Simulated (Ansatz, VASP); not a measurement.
**BiSb: VASP beside Ansatz**

Wanted: the spread between two codes on one cell, functional and k mesh. The cell is generated by rule, not measured, and may not be a known phase. The cell is taken from a series of VASP runs on this material, whose earlier steps may have relaxed, scaled or displaced it; both programs get it as it stands.

Calculated with Ansatz 0.2.0; plane waves, with VASP 6.6.1 beside it; band structure at PBE, spin-orbit coupling.

The structure was built from a prototype and need not be the compound's stable phase.

### Step 1. Set-up

The structure is cubic, space group F-43m (No. 216). Conventional cell: a = 6.697 Å, b = 6.697 Å, c = 6.697 Å, α = 90.00°, β = 90.00°, γ = 90.00°. Nearest to Sb lie 4 Bi at 2.90 Å. Nearest to Bi lie 4 Sb at 2.90 Å. Farther neighbours are not listed.

Structure file:

```cif
data_structure
_symmetry_space_group_name_H-M 'P 1'
_symmetry_Int_Tables_number 1
_cell_length_a 4.7357
_cell_length_b 4.7357
_cell_length_c 4.7357
_cell_angle_alpha 60.000
_cell_angle_beta 60.000
_cell_angle_gamma 60.000
_cell_volume 75.10
loop_
_atom_site_label
_atom_site_type_symbol
_atom_site_fract_x
_atom_site_fract_y
_atom_site_fract_z
_atom_site_occupancy
Sb1 Sb 0.00000 0.00000 0.00000 1
Bi2 Bi 0.25000 0.25000 0.25000 1
```

### Step 2. VASP: band structure, PBE, spin-orbit coupling

With cell and atoms fixed, the geometry can't cause a difference; cores, projectors, grids and the points listed under the comparison can.

Lines of VASP's logs that name or quote its potential files are left out, and so is its time.

Input file INCAR:

```
SYSTEM = BiSb
PREC = Accurate
ENCUT = 400
EDIFF = 1E-06
NELM = 100
ISMEAR = 0
SIGMA = 0.02
LREAL = .FALSE.
ALGO = Normal
GGA = PE
LNONCOLLINEAR = .TRUE.
MAGMOM = 0 0 0 0 0 0
NBANDS = 32
GGA_COMPAT = .FALSE.
LASPH = .TRUE.
LSORBIT = .TRUE.
LORBIT = 11
LWAVE = .FALSE.
LCHARG = .FALSE.
KPAR = 4
ISIF = 2
```

Input file POSCAR:

```
BiSb
1.0
    0.0000000000      3.3486300000      3.3486300000
    3.3486300000      0.0000000000      3.3486300000
    3.3486300000      3.3486300000      0.0000000000
Sb Bi
1 1
Direct
    0.0000000000      0.0000000000      0.0000000000
    0.2500000000      0.2500000000      0.2500000000
```

Input file KPOINTS:

```
Automatic mesh
0
Gamma
8 8 8
0 0 0
```

Input file KPOINTS_OPT:

```
Line mode
16
Line-mode
Reciprocal
  0.00000000   0.00000000   0.00000000 GAMMA
  0.50000000   0.00000000   0.50000000 X

  0.50000000   0.00000000   0.50000000 X
  0.50000000   0.25000000   0.75000000 W

  0.50000000   0.25000000   0.75000000 W
  0.37500000   0.37500000   0.75000000 K

  0.37500000   0.37500000   0.75000000 K
  0.00000000   0.00000000   0.00000000 GAMMA

  0.00000000   0.00000000   0.00000000 GAMMA
  0.50000000   0.50000000   0.50000000 L

  0.50000000   0.50000000   0.50000000 L
  0.62500000   0.25000000   0.62500000 U

  0.62500000   0.25000000   0.62500000 U
  0.50000000   0.25000000   0.75000000 W

  0.50000000   0.25000000   0.75000000 W
  0.50000000   0.50000000   0.50000000 L

  0.50000000   0.50000000   0.50000000 L
  0.37500000   0.37500000   0.75000000 K

  0.62500000   0.25000000   0.62500000 U
  0.50000000   0.00000000   0.50000000 X
```

Potentials, in the order of the species: Sb and Bi_d (PBE family, release 64).

Started as:

```bash
> mpirun -np 4 vasp_ncl
```

Numbers of over 12 decimals in the logs are rounded to 6 here.

Log:

```text
[banner, memory and clock lines left out]
running    4 mpi-ranks, on    1 nodes
 distrk:  each k-point on    1 cores,    4 groups
 distr:  one band on    1 cores,    1 groups

 POSCAR found type information on POSCAR SbBi
 POSCAR found :  2 types and       2 ions
 LDA part: xc-table for (Slater+PW92), standard interpolation
 POSCAR, INCAR and KPOINTS ok, starting setup
 FFT: planning ... GRIDC
 FFT: planning ... GRID_SOFT
 FFT: planning ... GRID
 WAVECAR not read
 entering main loop
       N       E                     dE             d eps       ncg     rms          rms(c)
DAV:   1     0.175183994852E+03    0.17518E+03   -0.80041E+03  2760   0.997E+02
DAV:   2     0.876384106930E+01   -0.16642E+03   -0.16180E+03  2992   0.313E+02
DAV:   3    -0.748186417084E+01   -0.16246E+02   -0.16033E+02  3376   0.117E+02
DAV:   4    -0.806508466310E+01   -0.58322E+00   -0.58144E+00  3288   0.254E+01
DAV:   5    -0.808985372746E+01   -0.24769E-01   -0.24764E-01  3928   0.467E+00    0.276E+00
DAV:   6    -0.804557612543E+01    0.44278E-01   -0.42803E-02  3480   0.117E+00    0.166E+00
DAV:   7    -0.803130210718E+01    0.14274E-01   -0.21811E-02  3352   0.690E-01    0.108E+00
DAV:   8    -0.803019319868E+01    0.11089E-02   -0.33939E-03  4024   0.342E-01    0.239E-01
DAV:   9    -0.803033646544E+01   -0.14327E-03   -0.34189E-04  3232   0.101E-01    0.562E-02
DAV:  10    -0.803037218702E+01   -0.35722E-04   -0.94223E-05  3088   0.761E-02    0.134E-02
DAV:  11    -0.803038893629E+01   -0.16749E-04   -0.20222E-05  3192   0.303E-02    0.111E-02
DAV:  12    -0.803039006616E+01   -0.11299E-05   -0.26859E-06  2832   0.163E-02    0.544E-03
DAV:  13    -0.803039007093E+01   -0.47617E-08   -0.14549E-07  2064   0.422E-03
   1 F= -.80303901E+01 E0= -.80299854E+01  d E =-.809287E-03  mag=     0.0000     0.0000     0.0000
 Start KPOINTS_OPT (optional k-point list driver)
k-point batch [1-43\160]
       N       E                     dE             ncg
DAV:   1     0.210735222786E+03   -0.17676E+05     2752
DAV:   2    -0.680027214934E+04   -0.70110E+04     2944
DAV:   3    -0.748230128568E+04   -0.68203E+03     3456
DAV:   4    -0.750738691868E+04   -0.25086E+02     3464
DAV:   5    -0.750828989478E+04   -0.90298E+00     3896
DAV:   6    -0.750831652568E+04   -0.26631E-01     3904
DAV:   7    -0.750831701600E+04   -0.49032E-03     3960
DAV:   8    -0.750831702814E+04   -0.12137E-04     3592
DAV:   9    -0.750831702844E+04   -0.30370E-06     2296
[...]
k-point batch [130-160\160]
       N       E                     dE             ncg
DAV:   1     0.531844612981E+04   -0.15525E+05     1984
DAV:   2     0.309959989002E+03   -0.50085E+04     2088
DAV:   3    -0.167778369670E+03   -0.47774E+03     2528
DAV:   4    -0.184533368762E+03   -0.16755E+02     2624
DAV:   5    -0.185079493631E+03   -0.54612E+00     2720
DAV:   6    -0.185098444033E+03   -0.18950E-01     2896
DAV:   7    -0.185098884189E+03   -0.44016E-03     2736
DAV:   8    -0.185098894171E+03   -0.99823E-05     2696
DAV:   9    -0.185098894385E+03   -0.21317E-06     1568
```

From OUTCAR (step 2):

```text
ion  position               nearest neighbor table
   1  0.000  0.000  0.000-   2 2.90   2 2.90   2 2.90   2 2.90
   2  0.250  0.250  0.250-   1 2.90   1 2.90   1 2.90   1 2.90

  LATTYP: Found a face centered cubic cell.
 ALAT       =     6.6972600000

 Subroutine GETGRP returns: Found 24 space group operations
 (whereof 24 operations were pure point group operations)

The static configuration has the point symmetry T_d .

 Found     43 irreducible k-points:

   k-points           NKPTS =     43   k-points in BZ     NKDIM =     43   number of bands    NBANDS=     32

   dimension x,y,z NGX =    32 NGY =   32 NGZ =   32
   dimension x,y,z NGXF=    64 NGYF=   64 NGZF=   64

   ENCUT  =  400.0 eV  29.40 Ry    5.42 a.u.   7.72  7.72  7.72*2*pi/ulx,y,z

   NELECT =      20.0000    total number of electrons

 k-points in reciprocal lattice and weights: Automatic mesh
   0.00000000  0.00000000  0.00000000       0.002
   0.12500000  0.00000000  0.00000000       0.008
  -0.12500000  0.00000000  0.00000000       0.008
   0.25000000  0.00000000  0.00000000       0.008
  -0.25000000  0.00000000  0.00000000       0.008
   0.37500000  0.00000000  0.00000000       0.008
  -0.37500000  0.00000000  0.00000000       0.008
   0.50000000  0.00000000  0.00000000       0.008
   0.12500000  0.12500000  0.00000000       0.012
[...]
-0.37500000  0.50000000  0.12500000       0.023
  -0.25000000  0.50000000  0.25000000       0.012

 average (electrostatic) potential at core
       1 -87.3231       2-105.4045

 E-fermi :   5.4686

 k-point     1 :       0.0000    0.0000    0.0000
  band No.  band energies     occupation
    ...
     18       4.2041      1.00000
     19       4.2041      1.00000
     20       4.2041      1.00000
     21       5.4360      0.98940
     22       5.4360      0.98940
     23       6.5553      0.00000
     24       6.5553      0.00000
     25       6.5553      0.00000
     26       6.5553      0.00000
     27       9.1110      0.00000
    ...

 k-point     2 :       0.1250    0.0000    0.0000
  band No.  band energies     occupation
    ...
     16       2.6951      1.00000
     17       3.8861      1.00000
     18       3.8861      1.00000
     19       3.9815      1.00000
     20       3.9899      1.00000
     21       5.9284      0.00000
     22       5.9284      0.00000
     23       6.7711      0.00000
     24       6.7711      0.00000
     25       6.8460      0.00000
    ...

 k-point     3 :      -0.1250    0.0000    0.0000
  band No.  band energies     occupation
    ...
     16       2.6951      1.00000
     17       3.8861      1.00000
     18       3.8861      1.00000
     19       3.9815      1.00000
     20       3.9899      1.00000
     21       5.9284      0.00000
     22       5.9284      0.00000
     23       6.7711      0.00000
     24       6.7711      0.00000
     25       6.8460      0.00000
    ...

  Total        4.3905297      4.3905297      4.3905297     -0.0000000      0.0000000     -0.0000000
  in kB       93.6690282     93.6690282     93.6690282     -0.0000000      0.0000000     -0.0000000
  external PRESSURE =      93.6690282 kB  Pullay stress =       0.0000000 kB

  energy-cutoff  :      400.00
  volume of cell :       75.10
      direct lattice vectors                 reciprocal lattice vectors
     0.000000000  3.348630000  3.348630000    -0.149314794  0.149314794  0.149314794
     3.348630000  0.000000000  3.348630000     0.149314794 -0.149314794  0.149314794
     3.348630000  3.348630000  0.000000000     0.149314794  0.149314794 -0.149314794

 POSITION                                       TOTAL-FORCE (eV/Angst)
 -----------------------------------------------------------------------------------
      0.00000      0.00000      0.00000         0.000000      0.000000      0.000000
      1.67431      1.67431      1.67431        -0.000000     -0.000000     -0.000000
 -----------------------------------------------------------------------------------
    total drift:                               -0.000000     -0.000000     -0.000000

  FREE ENERGIE OF THE ION-ELECTRON SYSTEM (eV)
  ---------------------------------------------------
  free  energy   TOTEN  =        -8.0303900709 eV

  energy  without entropy=       -8.0295807842  energy(sigma->0) =       -8.02998543

 Spin-Orbit-Coupling matrix elements
 Ion:    1  E_soc:     -0.1779018
 Ion:    2  E_soc:     -1.6225992

 total charge
# of ion       s       p       d       tot
------------------------------------------
    1        1.229   1.220   0.030   2.479
    2        1.557   1.407   9.930  12.895
--------------------------------------------------
tot          2.786   2.627   9.960  15.373

 magnetization (x)
# of ion       s       p       d       tot
------------------------------------------
    1        0.000   0.000  -0.000   0.000
    2       -0.000   0.000  -0.000  -0.000
--------------------------------------------------
tot         -0.000   0.000  -0.000   0.000

 magnetization (y)
# of ion       s       p       d       tot
------------------------------------------
    1        0.000  -0.000  -0.000  -0.000
    2       -0.000   0.000   0.000  -0.000
--------------------------------------------------
tot         -0.000  -0.000  -0.000  -0.000

 magnetization (z)
# of ion       s       p       d       tot
------------------------------------------
    1       -0.000   0.000  -0.000   0.000
    2        0.000  -0.000   0.000  -0.000
--------------------------------------------------
tot          0.000  -0.000  -0.000  -0.000

[... 3 further parts left out ...]
```

The run ends at a pressure of 9.37 GPa.

### Step 3. Ansatz: band structure, PBE, spin-orbit coupling

Ansatz runs on its fully relativistic PAW (standard-fr) files.

The same cell, functional, mesh and smearing now go to Ansatz, which takes its cutoff from its data sets.

Input file input.yaml:

```yaml
crystal:
  lattice:
    - [0.0, 3.34863, 3.34863]
    - [3.34863, 0.0, 3.34863]
    - [3.34863, 3.34863, 0.0]
  atoms:
    - { symbol: Sb, position: [0.0, 0.0, 0.0] }
    - { symbol: Bi, position: [0.25, 0.25, 0.25] }
hamiltonian:
  xc: pbe
  pseudopotentials: { kind: paw_fr }
magnetization:
  noncollinear: true
  spin_orbit: true
kpoints:
  mp_grid: { grid: [8, 8, 8] }
  band_path:
    path:
      - [0.0, 0.0, 0.0]
      - [0.16667, 0.0, 0.16667]
      - [0.33333, 0.0, 0.33333]
      - [0.5, 0.0, 0.5]
      - [0.5, 0.08333, 0.58333]
      - [0.5, 0.18333, 0.68333]
      - [0.5, 0.25, 0.75]
      - [0.45, 0.3, 0.75]
      - [0.40833, 0.34167, 0.75]
      - [0.35, 0.35, 0.7]
      - [0.225, 0.225, 0.45]
      - [0.075, 0.075, 0.15]
      - [0.03333, 0.03333, 0.03333]
      - [0.23333, 0.23333, 0.23333]
      - [0.4, 0.4, 0.4]
      - [0.51667, 0.46667, 0.51667]
      - [0.55833, 0.38333, 0.55833]
      - [0.60833, 0.28333, 0.60833]
      - [0.60833, 0.25, 0.64167]
      - [0.55833, 0.25, 0.69167]
      - [0.51667, 0.25, 0.73333]
      - [0.5, 0.3, 0.7]
      - [0.5, 0.38333, 0.61667]
      - [0.5, 0.48333, 0.51667]
      - [0.475, 0.475, 0.55]
      - [0.425, 0.425, 0.65]
      - [0.38333, 0.38333, 0.73333]
      - [0.59167, 0.18333, 0.59167]
      - [0.55, 0.1, 0.55]
      - [0.5, 0.0, 0.5]
    npoints: 1
scf:
  occupations: { method: gaussian, width: 0.02 }
  n_extra_bands: 14
output:
  forces: true
  stress: true
  eigenvalues: true
```

Started as:

```bash
> ansatz run input.yaml --threads 2 --pin off --max-ram 4608MiB --backend cpu --events-out ev --progress --plain --runs-dir out
```

Log:

```text
scf.n_extra_bands = 14 over 30 filled bands (N_el = 30.0): the run solves 44 bands
Engine: ansatz 0.2.0, aarch64-unknown-linux-gnu
Pseudopotentials: kind: paw_fr
Pseudopotential: Sb, paw_fr, valence charge 15, recommended cutoff 420 eV (normal), Sb.paw.azcp#standard-fr
Pseudopotential: Bi, paw_fr, valence charge 15, recommended cutoff 420 eV (normal), Bi.paw.azcp#standard-fr
Functional definition: PBE
  parameter kappa = 0.804
  parameter beta = 0.066725
  exchange = pbe_x(kappa = kappa, mu = beta*pi^2/3)
  correlation = pbe_c(beta = beta)
non-collinear run that drives no moment, with spin-orbit: no starting moment large enough to seed its density (crystal.atoms[].spin), no starting occupations that ask for one, no magnetisation constraint and no magnetic field, so the semilocal B_xc is pinned to zero
Crystal: 2 atoms, lattice volume = 75.099 Å³
Basis set: ecut = 420 eV, 1459 PW (Γ), exchange–correlation on 64×64×64 points (8 copies of the dense FFT grid, shifted against one another)
Bands: 44, of which v1, the nominal top of the filled ones, is band 30 counted from 1 (29 counted from 0)
Symmetry: 24 space group operations + 24 with time reversal
Magnetic group: BNS 216.75 (UNI 1577), of the structure as read, at distance tolerance 4.2e-5 Å
k-points: 29 of 512 (time reversal used)
Projection manifold: j_resolved (fully-relativistic pseudo-atomic orbitals)
Non-local potential: Sb, projectors of the file, l = 0: 2, l = 1: 4, l = 2: 4, l = 3: 4
Non-local potential: Bi, projectors of the file, l = 0: 2, l = 1: 4, l = 2: 4, l = 3: 4
PAW form: soft (Blöchl's): semilocal exchange-correlation on the pseudo side does not see the compensation charge
PAW one-centre angular grid: Sb, 590 points (default); XC on 96 Gauss nodes
PAW one-centre angular grid: Bi, 590 points (default); XC on 96 Gauss nodes
Initial density: superposition of atomic densities (chi_scale 0.1, normalization cell, long waves kept (reshape's long-wave potential 0.00 eV rms))
Initial wavefunctions: pseudopotential atomic-orbital guess
Functional: x = pbe(κ = 0.804, μ = 0.219515), c = pbe(β = 0.066725)
SCF iter   1: F=—  HF=-18924.483548 eV  |F-HF|=—  |Δ(HF+E_count)|=         —  Δρ=1.24e-2  dr2=1.65e-1  dr2_m=0.00e0 (ungated)  ethr=3.10e-3  |M|=0.00e0 ∫|m|=0.00e0 μB  |m|>n=0.0e0 m-floor=0.0e0 τ_xc=0.0e0  β_m=0.30  ⟨swp⟩=8.2  Hψ=6776  notcnv=0  defer=64
preconditioner: auto → Kerker (q_TF=auto, 2.341 Å⁻¹)  [metal: Δε(μ)=0.009 eV  Ē_g=10.809 eV  σ=0.020 eV  W_gap=0.25  n_scr=14 (ndim 8)  ℏωp=13.6 eV  f_vac=0.046  D(μ)=4.35/eV (n_scr^D=50)]
spin=Noncollinear: Kerker preconditioning applied to the charge; magnetization (m_x, m_y, m_z) channels mix plain (no charge-response kernel on spin).
SCF iter   2: F=—  HF=-18924.472146 eV  |F-HF|=—  |Δ(HF+E_count)|=   1.14e-2  Δρ=1.02e-2  dr2=1.17e-1  dr2_m=0.00e0 (ungated)  ethr=5.51e-4  |M|=0.00e0 ∫|m|=0.00e0 μB  |m|>n=0.0e0 m-floor=0.0e0 τ_xc=0.0e0  β_m=0.47  ⟨swp⟩=1.0  Hψ=1513  notcnv=0  defer=157
SCF iter   3: F=—  HF=-18924.446070 eV  |F-HF|=—  |Δ(HF+E_count)|=   2.61e-2  Δρ=2.70e-3  dr2=1.32e-2  dr2_m=0.00e0 (ungated)  ethr=3.92e-4  |M|=0.00e0 ∫|m|=0.00e0 μB  |m|>n=0.0e0 m-floor=0.0e0 τ_xc=0.0e0  β_m=0.66  ⟨swp⟩=2.1  Hψ=1301  notcnv=0  defer=183
SCF iter   4: F=—  HF=-18924.443562 eV  |F-HF|=—  |Δ(HF+E_count)|=   2.51e-3  Δρ=1.25e-3  dr2=2.28e-3  dr2_m=0.00e0 (ungated)  ethr=4.40e-5  |M|=0.00e0 ∫|m|=0.00e0 μB  |m|>n=0.0e0 m-floor=0.0e0 τ_xc=0.0e0  β_m=0.83  ⟨swp⟩=2.1  Hψ=1449  notcnv=0  defer=222
SCF iter   5: F=—  HF=-18924.444782 eV  |F-HF|=—  |Δ(HF+E_count)|=   1.22e-3  Δρ=5.92e-4  dr2=3.96e-4  dr2_m=0.00e0 (ungated)  ethr=7.58e-6  |M|=0.00e0 ∫|m|=0.00e0 μB  |m|>n=0.0e0 m-floor=0.0e0 τ_xc=0.0e0  β_m=0.92  ⟨swp⟩=3.0  Hψ=1810  notcnv=0  defer=222
SCF iter   6: F=—  HF=-18924.445004 eV  |F-HF|=—  |Δ(HF+E_count)|=   2.22e-4  Δρ=2.00e-4  dr2=2.53e-5  dr2_m=0.00e0 (ungated)  ethr=1.32e-6  |M|=0.00e0 ∫|m|=0.00e0 μB  |m|>n=0.0e0 m-floor=0.0e0 τ_xc=0.0e0  β_m=0.93  ⟨swp⟩=2.0  Hψ=1447  notcnv=0  defer=222
SCF iter   7: F=—  HF=-18924.445070 eV  |F-HF|=—  |Δ(HF+E_count)|=   6.62e-5  Δρ=3.91e-5  dr2=1.36e-6  dr2_m=0.00e0 (ungated)  ethr=8.45e-8  |M|=0.00e0 ∫|m|=0.00e0 μB  |m|>n=0.0e0 m-floor=0.0e0 τ_xc=0.0e0  β_m=0.97  ⟨swp⟩=2.0  Hψ=2019  notcnv=0  defer=222
SCF iter   8: F=—  HF=-18924.445076 eV  |F-HF|=—  |Δ(HF+E_count)|=   5.77e-6  Δρ=1.13e-5  dr2=1.45e-7  dr2_m=0.00e0 (ungated)  ethr=4.52e-9  |M|=0.00e0 ∫|m|=0.00e0 μB  |m|>n=0.0e0 m-floor=0.0e0 τ_xc=0.0e0  β_m=0.98  ⟨swp⟩=2.2  Hψ=1379  notcnv=0  defer=222
SCF iter   9: F=-18924.445076 eV  HF=-18924.445076 eV  |F-HF|=2.57e-8  |Δ(HF+E_count)|=   4.08e-7  Δρ=3.53e-6  dr2=2.30e-8  dr2_m=0.00e0 (ungated)  ethr=3.33e-10  |M|=0.00e0 ∫|m|=0.00e0 μB  |m|>n=0.0e0 m-floor=0.0e0 τ_xc=0.0e0  ⟨swp⟩=13.1  Hψ=6501  notcnv=0
SCF 1 converged in 9 iterations: F = -18924.445076 eV  dr2 = 2.30e-8
  greatest PAW one-centre occupation: 0.995 electrons in one spin orbital (limit 2), on the Sb atom at site 0 (counted from 0), in its partial waves of l = 2
NSCF: frozen V_eff on 30 k-points
SCF converged after 9 iterations
Magnetization: |M| = 0.0000 μB,  M = (+0.0000, +0.0000, +0.0000) μB
Absolute magnetization: 0.0000 μB (∫|m|)
  site 0: m = (+0.0000, +0.0000, +0.0000) μB, |m| = 0.0000 μB  (R = 1.20 Å)
  site 1: m = (+0.0000, +0.0000, +0.0000) μB, |m| = 0.0000 μB  (R = 1.20 Å)
Free energy (F): -18924.445076 eV
Harris-Foulkes:  -18924.445076 eV  (|F-HF|=2.57e-8)
Internal energy: -18924.444422 eV  (E = F + TS)
E sigma→0 (E₀):  -18924.444749 eV
Entropy (-TS):   -0.000654 eV (-0.327 meV/atom)
Fermi energy:    8.156454 eV
--- Per-component energies (eV) ---
  E_band       = -328.375005
  E_kinetic    = 514.544281
  E_local      = -3619.716709  (includes V_loc(G=0)·N_el)
  E_nonlocal   = 923.027774
  E_hartree    = 1438.388906
  E_xc         = -291.854543
  E_vxc        = -242.804055  (∫ρ·V_xc dr)
  E_paw        = -15282.873113  (= ΣΔE_a)
  E_vpaw       = -780.205351  (= ΣTr[D̂ρ^β])
  E_aug_tail   = -0.000376  (compensation charges beyond the density's cutoff)
  E_ewald      = -2605.960642
  E_smearing   = -0.000654  (= −TS)
  E_closure    = -0.000000  (closes the sum)
  Σ components = -18924.445076   (vs F -18924.445076, Δ=0.00e0)
--- Forces (eV/Å), atoms counted from 1 ---
  atom   1  Sb    -0.00000000     0.00000000    -0.00000000
  atom   2  Bi     0.00000000    -0.00000000     0.00000000
  max |Σ_I F_I| component: 2.59e-16 eV/Å
--- Stress (GPa, compression-positive) ---
        9.391727       0.000000      -0.000000
       -0.000000       9.391727       0.000000
       -0.000000       0.000000       9.391727
  P = ⅓ Tr σ = 9.3917 GPa (93.917 kbar)
--- Band table (eV; the first three rows and the last of 29) ---
  k-point 0: bands = [... 26 lower, 6.9186, 6.9186, 6.9186, 6.9186, 8.0713, 8.0713, 9.2775, 9.2775, ... 10 higher]
  k-point 1: bands = [... 26 lower, 6.5896, 6.5896, 6.6973, 6.7056, 8.5741, 8.5741, 9.4887, 9.4887, ... 10 higher]
  k-point 2: bands = [... 26 lower, 6.1473, 6.1473, 6.3084, 6.3183, 9.1935, 9.1935, 10.0598, 10.0741, ... 10 higher]
  k-point 28: bands = [... 26 lower, 4.0839, 4.3022, 8.7031, 8.7154, 9.1510, 10.1485, 10.7660, 10.9806, ... 10 higher]
```

The job ended after 24 s (2 threads of Arm Neoverse V2, shared host; peak memory 0.61 GiB).

### Step 4. Side by side

Known differences besides the potentials themselves: spin-orbit coupling enters by fully relativistic files in Ansatz and inside the spheres in VASP; the data sets hold 30 valence electrons in Ansatz (fully relativistic PAW (standard-fr) files) and 20 in VASP; the cutoff is 420 eV in Ansatz and 400 eV in VASP. Total energies have different zeros and are not compared.

The two programs side by side:

```tsv
quantity	Ansatz	VASP	difference
pressure (GPa)	9.39	9.37	+0.02
```

Levels from 3 eV below to 2 eV above the Fermi level differ by 32 meV r.m.s. and 101 meV at most; each VASP level is matched to the nearest of Ansatz, which flatters the figure a little. Ansatz's pressure holds a Pulay correction of 0.03 GPa; VASP's holds none.

### Step 5. Summary of results

| Quantity | Value |
| --- | --- |
| r.m.s. difference of levels near the Fermi level (band structure, PBE, spin-orbit coupling) | 32 meV |

The r.m.s. difference of levels near the Fermi level is 32 meV (band structure, PBE, spin-orbit coupling), within the 80 meV picked in this series as the mark of a large difference. 1 further run of this series is not shown here. How closely two codes agree says nothing of how well the functional describes the real material.

[Lines on the potential files, build, host, timing and source positions are cut from VASP's logs without a mark.]

[Logs are printed without paths, hosts, clocks, repeated set-up lines and the standing remarks that a program may print on its own settings, such as how far it seeks lower states.]

[Hosts, paths, dates, database ids (printed as entryN), source tags and the programs' standing remarks are cut or masked in the printed files.]
